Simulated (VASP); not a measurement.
# GdO (F-43m) in VASP: further runs

The runs below take GdO through single point, with PBEsol+U.

Everything below comes from runs of VASP 6.6.1. Logs are shortened: lines on timing, memory, paths and dates and some standing lists are left out, and cuts for length are marked.

## 1. The crystal as given

It takes space group F-43m (No. 216, cubic). The conventional cell has a = 5.400 Å, b = 5.400 Å, c = 5.400 Å, α = 90.00°, β = 90.00°, γ = 90.00°. Gd (site symmetry -43m) has 4 O at 2.34 Å as nearest neighbours. O (site symmetry -43m) has 4 Gd at 2.34 Å as nearest neighbours.

The cell comes from a database or a generator and needn't be the stable form of this composition.

## 2. Single point, PBEsol+U, collinear spin, typed start

Input file INCAR:

```
SYSTEM = GdO
PREC = Accurate ; ENCUT = 520
EDIFF = 1E-6 ; ISMEAR = 0
SIGMA = 0.05 ; LREAL = .False.
LASPH = .True. ; NELM = 150
ALGO = Normal ; ISIF = 2
LWAVE = .False. ; LCHARG = .True.
ISPIN = 2 ; MAGMOM = 7 0
LORBIT = 11 ; LMAXMIX = 6
LDAU = .True. ; LDAUTYPE = 2
LDAUL = 3 -1 ; LDAUU = 4 0
LDAUJ = 0 0 ; LDAUPRINT = 1
GGA = PS ; LELF = .True.
LVHAR = .True. ; NBANDS = 23
```

Input file KPOINTS:

```
Automatic mesh
0
Gamma
  6 6 6
  0 0 0
```

Input file POSCAR:

```
GdO
1.0
    0.0000000000      2.7000000000      2.7000000000
    2.7000000000      0.0000000000      2.7000000000
    2.7000000000      2.7000000000      0.0000000000
Gd O
1 1
Direct
    0.0000000000      0.0000000000      0.0000000000
    0.2500000000      0.2500000000      0.2500000000
```

Potentials or basis: VASP PAW PBE potentials, release 64 (Gd, O).

Launch:

```
cat potpaw_PBE.64/Gd/POTCAR potpaw_PBE.64/O/POTCAR > POTCAR
mpirun -np 1 vasp_std > vasp.out
```

OUTCAR:

```text
SYSTEM = GdO
   PREC = Accurate
   ENCUT = 520
   EDIFF = 1E-6
   ISMEAR = 0
   LREAL = .False.
   LASPH = .True.
   NELM = 150
   ISIF = 2
   ISPIN = 2
   LORBIT = 11
   GGA = PS

 ion  position               nearest neighbor table
   1  0.000  0.000  0.000-   2 2.34   2 2.34   2 2.34   2 2.34
   2  0.250  0.250  0.250-   1 2.34   1 2.34   1 2.34   1 2.34

  LATTYP: Found a face centered cubic cell.
 ALAT       =     5.4000000000

  Lattice vectors:

 A1 = (   0.0000000000,   2.7000000000,   2.7000000000)
 A2 = (   2.7000000000,   0.0000000000,   2.7000000000)
 A3 = (   2.7000000000,   2.7000000000,   0.0000000000)

Analysis of symmetry for initial positions (statically):
=====================================================================
 Subroutine PRICEL returns:
 Original cell was already a primitive cell.

 Routine SETGRP: Setting up the symmetry group for a
 face centered cubic supercell.

 Subroutine GETGRP returns: Found 24 space group operations
 (whereof 24 operations were pure point group operations)
 out of a pool of 48 trial point group operations.

The static configuration has the point symmetry T_d .

Analysis of symmetry for dynamics (positions and initial velocities):
=====================================================================
 Subroutine PRICEL returns:
 Original cell was already a primitive cell.

 Routine SETGRP: Setting up the symmetry group for a
 face centered cubic supercell.

 Subroutine GETGRP returns: Found 24 space group operations
 (whereof 24 operations were pure point group operations)
 out of a pool of 48 trial point group operations.

The dynamic configuration has the point symmetry T_d .

Analysis of structural, dynamic, and magnetic symmetry:
=====================================================================
 Subroutine PRICEL returns:
 Original cell was already a primitive cell.

 Routine SETGRP: Setting up the symmetry group for a
 face centered cubic supercell.

 Subroutine GETGRP returns: Found 24 space group operations
 (whereof 24 operations were pure point group operations)
 out of a pool of 48 trial point group operations.

The overall configuration has the point symmetry T_d .

 Subroutine INISYM returns: Found 24 space group operations
 (whereof 24 operations are pure point group operations),
 and found     1 'primitive' translations

----------------------------------------------------------------------------------------

                                     Primitive cell

  volume of cell :      39.3660

  direct lattice vectors                    reciprocal lattice vectors
     0.000000000  2.700000000  2.700000000    -0.185185185  0.185185185  0.185185185
     2.700000000  0.000000000  2.700000000     0.185185185 -0.185185185  0.185185185
     2.700000000  2.700000000  0.000000000     0.185185185  0.185185185 -0.185185185

  length of vectors
     3.818376618  3.818376618  3.818376618     0.320750150  0.320750150  0.320750150

  position of ions in fractional coordinates (direct lattice)
     0.000000000  0.000000000  0.000000000
     0.250000000  0.250000000  0.250000000

  ion indices of the primitive-cell ions
   primitive index   ion index
                 1           1
                 2           2

----------------------------------------------------------------------------------------

 KPOINTS: Automatic mesh

Automatic generation of k-mesh.
 Grid dimensions read from file:
 generate k-points for:    6    6    6

[... 61 lines left out ...]
   ISYM   =      2    0-nonsym 1-usesym 2-fastsym
   POTIM  = 0.5000    time-step for ionic-motion
   TEBEG  =    0.0;   TEEND  =   0.0 temperature during run
   PSTRESS=    0.0 pullay stress
   NELECT =      24.0000    total number of electrons
   NUPDOWN=      -1.0000    fix difference up-down
   EMIN   =  10.00;   EMAX   =-10.00  energy-range for DOS
   EFERMI =   0.00;   METHOD = LEGACY
   ISMEAR =     0;   SIGMA  =   0.05  broadening in eV -4-tet -1-fermi 0-gaus
   EFERMI_NEDOS =   21; number of points for ismear=-14 and -15
   IALGO  =     38    algorithm
   IMIX   =      4    mixing-type and parameters
     AMIX     =   0.40;   BMIX     =  1.00
     AMIX_MAG =   1.60;   BMIX_MAG =  1.00
  volume/ion in A,a.u.               =      19.68       132.83
  Fermi-wavevector in a.u.,A,eV,Ry     =   1.388156  2.623234 26.218100  1.926976
  Thomas-Fermi vector in A             =   2.512309
   LORBIT       =     11    0 simple, 1 ext, 2 COOP (PROOUT), +10 PAW based schemes
 LDA+U is selected, type is set to LDAUTYPE =  2
   angular momentum for each species LDAUL =     3   -1
   U (eV)           for each species LDAUU =   4.0  0.0
   J (eV)           for each species LDAUJ =   0.0  0.0
   GGA     = PS    functional components
   LHFCALC =     F    Hartree Fock is set to
   AEXX    =    0.0000 exact exchange contribution
   IVDW    =     0    specifies the selected vdW correction
   LEPSILON=     F    determine dielectric tensor
   LRPA    =     F    only Hartree local field effects (RPA)
 spin polarized calculation
 Gauss-broadening in eV      SIGMA  =   0.05
  energy-cutoff  :      520.00
  volume of cell :       39.37
 maximum number of plane-waves:      1068
   NGX = 15   NGY = 15   NGZ = 15

atom =   1  type =  1  l = 3

 onsite density matrix

spin component  1

  0.9909  0.0000 -0.0002 -0.0000 -0.0000  0.0000 -0.0000
  0.0000  0.9965 -0.0000  0.0000 -0.0000 -0.0000  0.0000
 -0.0002 -0.0000  0.9910 -0.0000 -0.0000  0.0000 -0.0000
 -0.0000  0.0000 -0.0000  0.9908 -0.0000 -0.0000  0.0000
 -0.0000 -0.0000 -0.0000 -0.0000  0.9910 -0.0000  0.0002
  0.0000 -0.0000  0.0000 -0.0000 -0.0000  0.9912  0.0000
 -0.0000  0.0000 -0.0000  0.0000  0.0002  0.0000  0.9909

spin component  2

  0.0042  0.0000 -0.0002 -0.0000 -0.0000  0.0000 -0.0000
  0.0000  0.0168 -0.0000  0.0000 -0.0000 -0.0000  0.0000
 -0.0002 -0.0000  0.0042 -0.0000  0.0000  0.0000 -0.0000
 -0.0000  0.0000 -0.0000  0.0040 -0.0000 -0.0000 -0.0000
 -0.0000 -0.0000  0.0000 -0.0000  0.0042 -0.0000  0.0002
  0.0000 -0.0000  0.0000 -0.0000 -0.0000  0.0044 -0.0000
 -0.0000  0.0000 -0.0000 -0.0000  0.0002 -0.0000  0.0042

 occupancies and eigenvectors

  o =  0.0040  v =  0.0000  0.0000  0.0000  0.0000  0.0000  0.0000  0.0000 -0.0002  0.0000 -0.0001 -1.0000  0.0002 -0.0000 -0.0002      0.0000  0.0000  0.0000  0.0000  0.0000  0.0000  0.0000  0.0000  0.0000  0.0000  0.0000  0.0000  0.0000  0.0000
  o =  0.0040  v =  0.0000  0.0000  0.0000  0.0000  0.0000  0.0000  0.0000 -0.0003  0.0000 -0.0002  0.0003  0.6124  0.0000 -0.7906      0.0000  0.0000  0.0000  0.0000  0.0000  0.0000  0.0000  0.0000  0.0000  0.0000  0.0000  0.0000  0.0000  0.0000
  o =  0.0040  v =  0.0000  0.0000  0.0000  0.0000  0.0000  0.0000  0.0000  0.7906  0.0000  0.6124 -0.0002  0.0002 -0.0000 -0.0003      0.0000  0.0000  0.0000  0.0000  0.0000  0.0000  0.0000  0.0000  0.0000  0.0000  0.0000  0.0000  0.0000  0.0000
  o =  0.0044  v =  0.0000  0.0000  0.0000  0.0000  0.0000  0.0000  0.0000  0.0000 -0.0000  0.0000  0.0000  0.7906  0.0008  0.6124      0.0000  0.0000  0.0000  0.0000  0.0000  0.0000  0.0000  0.0000  0.0000  0.0000  0.0000  0.0000  0.0000  0.0000
  o =  0.0044  v =  0.0000  0.0000  0.0000  0.0000  0.0000  0.0000  0.0000 -0.6124  0.0000  0.7906 -0.0000  0.0000 -0.0000 -0.0000      0.0000  0.0000  0.0000  0.0000  0.0000  0.0000  0.0000  0.0000  0.0000  0.0000  0.0000  0.0000  0.0000  0.0000
  o =  0.0044  v =  0.0000  0.0000  0.0000  0.0000  0.0000  0.0000  0.0000  0.0000  0.0000 -0.0000  0.0000  0.0006 -1.0000  0.0005      0.0000  0.0000  0.0000  0.0000  0.0000  0.0000  0.0000  0.0000  0.0000  0.0000  0.0000  0.0000  0.0000  0.0000
  o =  0.0168  v =  0.0000  0.0000  0.0000  0.0000  0.0000  0.0000  0.0000  0.0000 -1.0000  0.0000 -0.0000 -0.0000 -0.0000 -0.0000      0.0000  0.0000  0.0000  0.0000  0.0000  0.0000  0.0000  0.0000  0.0000  0.0000  0.0000  0.0000  0.0000  0.0000
  o =  0.9908  v =  0.7906 -0.0000  0.6124  0.0024  0.0000  0.0000 -0.0000  0.0000  0.0000  0.0000  0.0000  0.0000  0.0000  0.0000      0.0000  0.0000  0.0000  0.0000  0.0000  0.0000  0.0000  0.0000  0.0000  0.0000  0.0000  0.0000  0.0000  0.0000
  o =  0.9908  v = -0.0019 -0.0000 -0.0015  0.9985 -0.0336  0.0000  0.0434  0.0000  0.0000  0.0000  0.0000  0.0000  0.0000  0.0000      0.0000  0.0000  0.0000  0.0000  0.0000  0.0000  0.0000  0.0000  0.0000  0.0000  0.0000  0.0000  0.0000  0.0000
  o =  0.9908  v =  0.0001 -0.0000  0.0001 -0.0549 -0.6114 -0.0000  0.7894  0.0000  0.0000  0.0000  0.0000  0.0000  0.0000  0.0000      0.0000  0.0000  0.0000  0.0000  0.0000  0.0000  0.0000  0.0000  0.0000  0.0000  0.0000  0.0000  0.0000  0.0000
  o =  0.9912  v = -0.6124 -0.0000  0.7906 -0.0000  0.0004 -0.0006  0.0003  0.0000  0.0000  0.0000  0.0000  0.0000  0.0000  0.0000      0.0000  0.0000  0.0000  0.0000  0.0000  0.0000  0.0000  0.0000  0.0000  0.0000  0.0000  0.0000  0.0000  0.0000
  o =  0.9912  v =  0.0003  0.0000 -0.0004  0.0000 -0.1098 -0.9903 -0.0851  0.0000  0.0000  0.0000  0.0000  0.0000  0.0000  0.0000      0.0000  0.0000  0.0000  0.0000  0.0000  0.0000  0.0000  0.0000  0.0000  0.0000  0.0000  0.0000  0.0000  0.0000
  o =  0.9912  v =  0.0004  0.0000 -0.0005  0.0000  0.7829 -0.1389  0.6064  0.0000  0.0000  0.0000  0.0000  0.0000  0.0000  0.0000      0.0000  0.0000  0.0000  0.0000  0.0000  0.0000  0.0000  0.0000  0.0000  0.0000  0.0000  0.0000  0.0000  0.0000
  o =  0.9965  v =  0.0000 -1.0000 -0.0000 -0.0000  0.0000 -0.0000 -0.0000  0.0000  0.0000  0.0000  0.0000  0.0000  0.0000  0.0000      0.0000  0.0000  0.0000  0.0000  0.0000  0.0000  0.0000  0.0000  0.0000  0.0000  0.0000  0.0000  0.0000  0.0000

 number of electron      23.9999990 magnetization       7.8619035

 Free energy of the ion-electron system (eV)
  ---------------------------------------------------
  ext. energy  EPLUGINS =         0.00000000
  ---------------------------------------------------
  free energy    TOTEN  =       -22.40164440 eV

  energy without entropy =      -22.39915430  energy(sigma->0) =      -22.40039935

 E-fermi :   3.9126     XC(G=0): -10.2935

 val. band max:        3.8899906692   @ k =   0.3333   0.1667   0.0000
 cond. band min:       4.0401262204   @ k =   0.5000   0.0000   0.0000
 fundamental gap:      0.1501355512
 Fermi energy:         3.9126403114

 spin component 1

 k-point     1 :       0.0000    0.0000    0.0000
  band No.  band energies     occupation
      1     -41.9483      1.00000
      2     -19.1473      1.00000
      3     -19.1473      1.00000
      4     -19.1473      1.00000
      5     -15.3963      1.00000
      6      -3.5821      1.00000
[... 405 lines left out ...]
     22      11.7570      0.00000
     23      13.4665      0.00000
 Fermi energy:         3.9126403114

 spin component 2

 k-point     1 :       0.0000    0.0000    0.0000
  band No.  band energies     occupation
      1     -38.7081      1.00000
      2     -16.7514      1.00000
      3     -16.7514      1.00000
      4     -16.7514      1.00000
      5     -15.2936      1.00000
      6      -1.5674      1.00000
[... 405 lines left out ...]
     22      13.2647      0.00000
     23      14.7458      0.00000

------------------------ aborting loop because EDIFF is reached ----------------------------------------

  FORCE on cell =-STRESS in cart. coord.  units (eV):
  Direction    XX          YY          ZZ          XY          YZ          ZX
  --------------------------------------------------------------------------------------
  -------------------------------------------------------------------------------------
  Total       -0.9741842     -0.9741842     -0.9741842      0.0000000     -0.0000000      0.0000000
  in kB      -39.6488280    -39.6488280    -39.6488280      0.0000000     -0.0000000      0.0000000
  external PRESSURE =     -39.6488280 kB  Pullay stress =       0.0000000 kB

 VOLUME and BASIS-vectors are now :
 -----------------------------------------------------------------------------
  energy-cutoff  :      520.00
  volume of cell :       39.37
      direct lattice vectors                 reciprocal lattice vectors
     0.000000000  2.700000000  2.700000000    -0.185185185  0.185185185  0.185185185
     2.700000000  0.000000000  2.700000000     0.185185185 -0.185185185  0.185185185
     2.700000000  2.700000000  0.000000000     0.185185185  0.185185185 -0.185185185

 POSITION                                       TOTAL-FORCE (eV/Angst)
 -----------------------------------------------------------------------------------
      0.00000      0.00000      0.00000        -0.000000     -0.000000     -0.000000
      1.35000      1.35000      1.35000         0.000000      0.000000      0.000000
 -----------------------------------------------------------------------------------
    total drift:                                0.000000      0.000000      0.000000

  FREE ENERGIE OF THE ION-ELECTRON SYSTEM (eV)
  ---------------------------------------------------
  free  energy   TOTEN  =       -22.4016444015 eV

  energy  without entropy=      -22.3991542978  energy(sigma->0) =      -22.40039935

 total charge

# of ion       s       p       d       f       tot
--------------------------------------------------
    1        2.033   5.621   0.511   6.977  15.142
    2        1.564   3.413   0.000   0.000   4.977
--------------------------------------------------
tot          3.597   9.034   0.511   6.977  20.119

 magnetization (x)

# of ion       s       p       d       f       tot
--------------------------------------------------
    1        0.005  -0.048   0.205   6.896   7.058
    2        0.003  -0.009   0.000   0.000  -0.006
--------------------------------------------------
tot          0.008  -0.057   0.205   6.896   7.051
```

It took 39 s on 1 thread of Intel Xeon Platinum 8559C (Emerald Rapids), shared host; peak memory 0.18 GiB.

What came out:

| Property | Result |
| --- | --- |
| Free energy | -22.4016 eV |
| Pressure | -4.0 GPa |
| Band gap on the k mesh | none (metal or under the smearing width) |
| Net moment | 7.86 μB per cell |
| Site moments | Gd +7.06; O -0.01 μB |
| Valence electrons inside the program's atomic spheres | Gd 15.14; O 4.98 |

Eigenvalues of the final occupation matrices:
```
    site  spin  trace                         eigenvalues
site 1 f     1   6.94  0.99 0.99 0.99 0.99 0.99 0.99 1.00
site 1 f     2   0.04  0.00 0.00 0.00 0.00 0.00 0.00 0.02
```

Caveat: the PAW data sets were made with another functional, which shifts forces and pressure a little; spin-orbit coupling is left out, which moves the levels of the heavy elements; a cell with one magnetic atom can't hold antiferromagnetic order, which such compounds often take. The state reached can hang on the start; a lower one may exist.

## 3. Single point, PBEsol+U, collinear spin, twin_end start

Input file INCAR:

```
PREC     = Accurate       # precision mode
ENCUT    = 520            # plane-wave cutoff, eV
EDIFF    = 1E-6           # SCF threshold, eV
ISMEAR   = 0              # smearing method
SIGMA    = 0.05           # smearing width, eV
LREAL    = F              # projectors in reciprocal space
LASPH    = T              # aspherical terms in the spheres
NELM     = 150            # most SCF steps
ALGO     = Normal         # electronic algorithm
ISIF     = 2              # what is computed and relaxed
LWAVE    = F              # write WAVECAR
LCHARG   = T              # write CHGCAR
ISPIN    = 2              # spin polarisation
MAGMOM   = 7.7 0.01       # initial moments
LORBIT   = 11             # projections on sites
LMAXMIX  = 6              # l up to which the mixer works
LDAU     = T              # DFT+U
LDAUTYPE = 2            
LDAUL    = 3 -1           # shell
LDAUU    = 4 0            # U, eV
LDAUJ    = 0 0          
LDAUPRINT= 1            
GGA      = PS             # functional
LELF     = T              # ELF
LVHAR    = T            
NBANDS   = 23             # bands
```

Input file KPOINTS:

```
regular mesh
0
Gamma
  6 6 6
```

POSCAR is that of step 2.

Potentials or basis: VASP PAW PBE potentials, release 64 (Gd, O).

Launch:

```
cat potpaw_PBE.64/Gd/POTCAR potpaw_PBE.64/O/POTCAR > POTCAR
mpirun -np 1 vasp_std > vasp.out
```

Wall time 38 s (1 thread of Intel Xeon Platinum 8559C (Emerald Rapids), shared host); peak memory 0.18 GiB.

Results (log left out):

- Free energy: -22.4016 eV
- Pressure: -4.0 GPa
- Band gap on the k mesh: none (metal or under the smearing width)
- Net moment: 7.86 μB per cell
- Site moments: Gd +7.06; O -0.01 μB
- Valence electrons inside the program's atomic spheres: Gd 15.14; O 4.98

Levels at points of the mesh, in eV from the Fermi level:
Spin up:
```tsv
k point	band 14	band 15	band 16	band 17	band 18	band 19
(0.00, 0.00, 0.00)	-5.56	-5.56	-2.39	2.40	2.40	4.38
(0.50, 0.00, 0.00)	-5.17	-5.17	0.13	2.29	2.29	2.81
(0.50, 0.50, 0.00)	-4.44	-4.44	-0.95	0.91	3.97	4.45
```
Spin down:
```
           k point  band 6  band 7  band 8  band 9  band 10  band 11
(0.00, 0.00, 0.00)   -5.48   -5.48   -5.48   -1.17     1.83     1.83
(0.50, 0.00, 0.00)   -5.08   -5.08   -5.06    1.08     1.62     1.80
(0.50, 0.50, 0.00)   -6.02   -4.37   -4.37    0.84     1.17     1.84
```

Eigenvalues of the final occupation matrices:
```
    site  spin  trace                         eigenvalues
site 1 f     1   6.94  0.99 0.99 0.99 0.99 0.99 0.99 1.00
site 1 f     2   0.04  0.00 0.00 0.00 0.00 0.00 0.00 0.02
```

Caveat: the PAW data sets were made with another functional, which shifts forces and pressure a little; spin-orbit coupling is left out, which moves the levels of the heavy elements; a cell with one magnetic atom can't hold antiferromagnetic order, which such compounds often take. The state reached can hang on the start; a lower one may exist.
